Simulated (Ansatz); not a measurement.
# Al2Pt: how well frozen cores do, part 2 of 2

Aim: solve Al2Pt at one geometry with all-electron LAPW, PAW with frozen cores and all-electron PAW on datasets made for the crystal, and see where they agree.

Ansatz 0.2.0; DFT LDA; a database cell (COD). «Crystal datasets» are all-electron PAW datasets made for this crystal. Earlier steps stand in the parts before.

### Step 4. All-electron PAW on datasets made for the crystal

Input file input.yaml:

```yaml
crystal:
  lattice:
    - [0.0, 2.955, 2.955]
    - [2.955, 0.0, 2.955]
    - [2.955, 2.955, 0.0]
  atoms:
    - { symbol: Al, position: [0.25, 0.25, 0.25] }
    - { symbol: Al, position: [0.75, 0.75, 0.75] }
    - { symbol: Pt, position: [0.0, 0.0, 0.0] }
kpoints:
  mp_grid: { grid: [12, 12, 12] }
  band_path:
    path:
      - [0.0, 0.0, 0.0]
      - [0.5, 0.0, 0.5]
      - [0.625, 0.25, 0.625]
      - [0.375, 0.375, 0.75]
      - [0.0, 0.0, 0.0]
      - [0.5, 0.5, 0.5]
      - [0.5, 0.25, 0.75]
      - [0.5, 0.0, 0.5]
    npoints: 8
scf:
  occupations: { method: fermi_dirac, width: 0.08 }
hamiltonian:
  xc: lda
  pseudopotentials: { kind: all_electron, datasets: crystal }
output:
  forces: true
  stress: true
  eigenvalues: true
  efg: { contact_densities: true }
```

Started as:

```bash
ansatz run input.yaml --threads 1 --pin off --max-ram 4096MiB --backend cpu --events-out ev --progress --plain --runs-dir out
```

Log:

```text
hamiltonian.pseudopotentials.datasets: crystal makes datasets for this crystal and solves the spheres of its atoms anew in each pass: cutoff 260.0 eV, the density's 1040.0 eV; for an error of 0.50 meV an atom under PBE, 1.5 meV for the cell; an energy difference from a run of another recipe may be off by several times the error for the cell, under r2SCAN by more, where some 0.1 meV an atom stays at smaller errors; Al in spheres of 1.180 Å, 3 of its electrons in bands, 8 on its site; Pt in spheres of 1.376 Å, 10 of its electrons in bands, 8 on its site; only band paths and densities of states list, in semicore columns, the levels of the semicore shells that are solved separately: 2s of Al, 2p of Al, 5s of Pt, 5p of Pt
Pt: output.efg is read without spin–orbit coupling, which moves field gradients at and beside such atoms by some per cent and up to a factor of two; PAW files take it under magnetization.noncollinear and magnetization.spin_orbit
Engine: ansatz 0.2.0
Pseudopotentials: kind: all_electron
Pseudopotential: Al, paw, valence charge 11, recommended cutoff 260 eV (normal), Koelling and Harmon's equation, gaussian nucleus
Pseudopotential: Pt, paw, valence charge 18, recommended cutoff 260 eV (normal), Koelling and Harmon's equation, gaussian nucleus
Functional definition: SPW92
  exchange = slater_x
  correlation = pw_c
Crystal: 3 atoms, lattice volume = 51.606 Å³
Basis set: ecut = 260 eV, 531 PW (Γ)
Bands: 12, of which v1, the nominal top of the filled ones, is band 8 counted from 1 (7 counted from 0)
Symmetry: 48 space group operations
Space group: Fm-3m (ITA 225), of the structure as read, at distance tolerance 3.7e-5 Å
k-points: 72 of 1728
Non-local potential: Al, projectors of the file, l = 0: 1, l = 1: 1
Non-local potential: Pt, projectors of the file, l = 0: 1, l = 1: 1, l = 2: 2
PAW form: soft (Blöchl's): semilocal exchange-correlation on the pseudo side does not see the compensation charge
PAW one-centre angular grid: Al, 110 points (default); XC on its mesh's 1953 points in the sphere
PAW one-centre angular grid: Pt, 590 points (default); XC on its mesh's 1817 points in the sphere
Initial density: superposition of atomic densities (neutral atoms: chi_scale 0, normalization atom)
Initial wavefunctions: pseudopotential atomic-orbital guess
Functional: x = slater, c = lda
iter 1 solved again at ethr=2.18e-2 eV; its pass at ethr=1.00e-1 eV (dr2=3.50e0 eV) is discarded
SCF iter   1: F=—  HF=-513848.979512 eV  |F-HF|=—  |Δ(HF+E_count)|=         —  Δρ=8.78e-2  dr2=3.94e0  ethr=2.18e-2  ⟨swp⟩=2.3  Hψ=5186  notcnv=0
preconditioner: auto → Kerker (q_TF=auto, 2.245 Å⁻¹)  [metal: Δε(μ)=0.070 eV  Ē_g=8.070 eV  σ=0.080 eV  W_gap=0.21  n_scr=14 (ndim 8)  ℏωp=20.7 eV  f_vac=0.000  D(μ)=1.36/eV (n_scr^D=14)]
SCF iter   2: F=—  HF=-513848.343440 eV  |F-HF|=—  |Δ(HF+E_count)|=   6.36e-1  Δρ=3.51e-2  dr2=5.56e-1  ethr=2.18e-2  ⟨swp⟩=2.0  Hψ=1728  notcnv=0
SCF iter   3: F=—  HF=-513848.131040 eV  |F-HF|=—  |Δ(HF+E_count)|=   2.12e-1  Δρ=8.68e-3  dr2=7.46e-2  ethr=3.48e-3  ⟨swp⟩=3.0  Hψ=1973  notcnv=0  defer=1
SCF iter   4: F=—  HF=-513848.138077 eV  |F-HF|=—  |Δ(HF+E_count)|=   7.04e-3  Δρ=3.02e-3  dr2=8.85e-3  ethr=4.66e-4  ⟨swp⟩=3.1  Hψ=2667  notcnv=0  defer=4
SCF iter   5: F=—  HF=-513848.138300 eV  |F-HF|=—  |Δ(HF+E_count)|=   2.22e-4  Δρ=1.52e-3  dr2=1.28e-3  ethr=5.53e-5  ⟨swp⟩=2.9  Hψ=1626  notcnv=0  defer=1
iter 6 solved again at ethr=5.91e-7 eV; its pass at ethr=8.02e-6 eV (dr2=9.45e-5 eV) is discarded
SCF iter   6: F=—  HF=-513848.138200 eV  |F-HF|=—  |Δ(HF+E_count)|=   9.92e-5  Δρ=3.16e-4  dr2=9.46e-5  ethr=5.91e-7  ⟨swp⟩=2.0  Hψ=3700  notcnv=0
SCF iter   7: F=—  HF=-513848.138202 eV  |F-HF|=—  |Δ(HF+E_count)|=   1.65e-6  Δρ=1.79e-4  dr2=2.13e-5  ethr=5.91e-7  ⟨swp⟩=2.0  Hψ=1456  notcnv=0
SCF iter   8: F=—  HF=-513848.138201 eV  |F-HF|=—  |Δ(HF+E_count)|=   1.47e-6  Δρ=4.74e-5  dr2=1.48e-6  ethr=1.33e-7  ⟨swp⟩=2.9  Hψ=1580  notcnv=0
SCF iter   9: F=-513848.138200 eV  HF=-513848.138200 eV  |F-HF|=3.44e-8  |Δ(HF+E_count)|=   2.34e-7  Δρ=9.73e-6  dr2=5.45e-8  ethr=9.26e-9  ⟨swp⟩=2.7  Hψ=1554  notcnv=0
SCF 1 converged in 9 iterations: F = -513848.138200 eV  dr2 = 5.45e-8
  Residual-converged pass: ⟨swp⟩=4.0  Hψ=2287  notcnv=0  max |occ|·‖R‖ = 6.4e-6 eV (tolerance 6.5e-6 eV)  dr2=5.92e-8  dr2_onsite=2.57e-8  max |Δocc| = 5.2e-9
NSCF: frozen V_eff on 57 k-points
SCF converged after 9 iterations
Free energy (F): -513848.138200 eV
Harris-Foulkes:  -513848.138200 eV  (|F-HF|=3.44e-8)
Internal energy: -513848.112598 eV  (E = F + TS)
E sigma→0 (E₀):  -513848.125399 eV
Entropy (-TS):   -0.025602 eV (-8.534 meV/atom)
Past the cutoff: the bands carry plane waves up to 1.75 times it, of which those up to 1.5 times it add -0.000367 eV an atom, each by itself; the spheres take 0.000195 eV an atom off the energy for waves past 1.75 times it
By the cutoff:   a pressure is off by up to 0.007 GPa (1.2 times the spheres' own share and the shells' term, over an atom's volume, and 0.004 GPa: a bound that held against runs at twice the plane waves)
Past the cutoffs: a stress includes 0.0019 GPa for waves and charges beyond them, in addition to the slope of what the spheres take
In the spheres:  the bands' charges fall short by 7.9e-7 e at most (sound up to 1e-3), those of shells solved beside the bands by 2.2e-7 e (sound up to 5e-4)
Fermi energy:    13.960582 eV
--- Per-component energies (eV) ---
  The terms above E_closure are by the made datasets' own strengths, without shells solved beside the bands.
--- Forces (eV/Å), atoms counted from 1 ---
  atom   1  Al     0.00000000    -0.00000000     0.00000000
  atom   2  Al     0.00000000     0.00000000     0.00000000
  atom   3  Pt    -0.00000000     0.00000000    -0.00000000
  max |Σ_I F_I| component: 9.25e-18 eV/Å
--- Stress (GPa, compression-positive) ---
       -3.919465       0.000000       0.000000
        0.000000      -3.919465       0.000000
       -0.000000       0.000000      -3.919465
  P = ⅓ Tr σ = -3.9195 GPa (-39.195 kbar)
  It holds what live shells' own plane waves past their cutoff add
--- PAW observables at the nuclei: V_zz in 10²¹ V/m², potentials from the cell's mean, atoms counted from 1 ---
  atom   1  Al V_zz =    -0.000000   η = 0.0000   by run symmetry: forbidden
            electrostatic potential = -1231.252067 V   contact ρ = 9990.980606 e/Å³
  atom   2  Al V_zz =    -0.000000   η = 0.0000   by run symmetry: forbidden
            electrostatic potential = -1231.252067 V   contact ρ = 9990.980606 e/Å³
  atom   3  Pt V_zz =    -0.000000   η = 0.0000   by run symmetry: forbidden
            electrostatic potential = -16107.957011 V   contact ρ = 12031475.450583 e/Å³
--- Band table (eV; the first three rows and the last of 72) ---
  k-point 0: bands = ["3.7144", "8.8769", "8.8769", "8.8769", "10.2382", "10.2382", "16.7549", "17.7650", "17.7650", "17.7650"]
  k-point 1: bands = ["3.8102", "8.8187", "8.9092", "8.9092", "10.2266", "10.2266", "16.3916", "17.0324", "17.4825", "17.4825"]
  k-point 2: bands = ["4.0930", "8.6637", "8.9937", "8.9937", "10.2074", "10.2074", "14.7001", "16.8902", "16.8902", "17.2702"]
  k-point 71: bands = ["7.9158", "7.9158", "8.5287", "8.8588", "10.1373", "10.6687", "11.1529", "11.1529", "13.0584", "19.1208"]
```

Run time: 23 s. Hardware: 1 thread of Arm Neoverse V1, shared host; peak memory 0.5 GiB.

Result: pressure -3.92 GPa; no gap.

| atom | contact density (e/Å³) |
| --- | --- |
| Al1 | 9990.981 |
| Pt3 | 1.203148e+07 |

### Step 5. Comparison

```
          method  pressure (GPa)  SCF cycles, all passes
            LAPW           -3.92                       7
             PAW           -3.93                       7
crystal datasets           -3.92                       9
```

### Step 6. Outcome

What follows sums up all 2 parts.

| quantity | value |
| --- | --- |
| pressure | LAPW -3.92, PAW -3.93, crystal datasets -3.92 GPa |
| gap (LAPW) | none |
| Bader charges (PAW) | Al1 +1.78, Pt3 -3.57 e |
| highest ELF (PAW) | 0.69, 0.98 Å from Al |

**Reading.** At this geometry the cell is under tension of 3.9 GPa, so it would shrink if let go. Bands cross the Fermi level: the crystal is a metal at this level. Within 0.3 eV of the Fermi level the largest projected share is Al 3p (71 %). The projection holds only the free atom's occupied shells (Al 3s, Al 3p, Pt 6s, Pt 5d in this range). In pressure, PAW differs from LAPW by -0.01 GPa. The price, with the outputs that each input asks for: 58 s for LAPW against 32 s for PAW, about 1.8 to one. Spin-orbit coupling is left out, though the cell holds Pt; in elements this heavy it can shift bands and gaps by tenths of an eV.
